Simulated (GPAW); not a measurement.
Here is a GPAW 26.7.0 calculation.

run.py

```python
from ase import Atoms
from ase.dft.bandgap import bandgap
from ase.io import write
from gpaw import GPAW, PW

atoms = Atoms(['Sn', 'Sn', 'O', 'O', 'O', 'O'],
              cell=[[4.788004, 0.0, 0.0],
                    [0.0, 4.866582, 0.0],
                    [0.0, 0.0, 3.240898]],
              scaled_positions=[[0.0, 0.0, 0.0],
                                [0.5, 0.5, 0.5],
                                [0.708145, 0.678958, 0.0],
                                [0.208145, 0.821042, 0.5],
                                [0.791855, 0.178958, 0.5],
                                [0.291855, 0.321042, 0.0]],
              pbc=True)

calc = GPAW(mode=PW(800),
            xc='TB09',
            kpts={'size': (4, 4, 6), 'gamma': True},
            occupations={'name': 'fermi-dirac', 'width': 0.05},
            nbands=43,
            convergence={'density': 1e-05, 'energy': 1e-05},
            eigensolver='cg',
            maxiter=150,
            txt='gpaw.txt')
atoms.calc = calc
energy = atoms.get_potential_energy()
calc.write('gs.gpw')
write('result.traj', atoms)
print('Fermi level:', round(calc.get_fermi_level(), 4), 'eV')
print(f'Gap: {bandgap(calc)[0]:.4f} eV, direct: {bandgap(calc, direct=True)[0]:.4f} eV')
```

Potentials or basis: GPAW PAW data sets for LDA (gpaw-data 1.2.1), pw.

The run is started by

```console
$ OMP_NUM_THREADS=1 python run.py
```

Estimate the band gap on the k mesh.

2.55 eV, direct.

Caveat: a model potential gives levels but no total energy; spin-orbit coupling is left out, which moves the levels of the heavy elements.
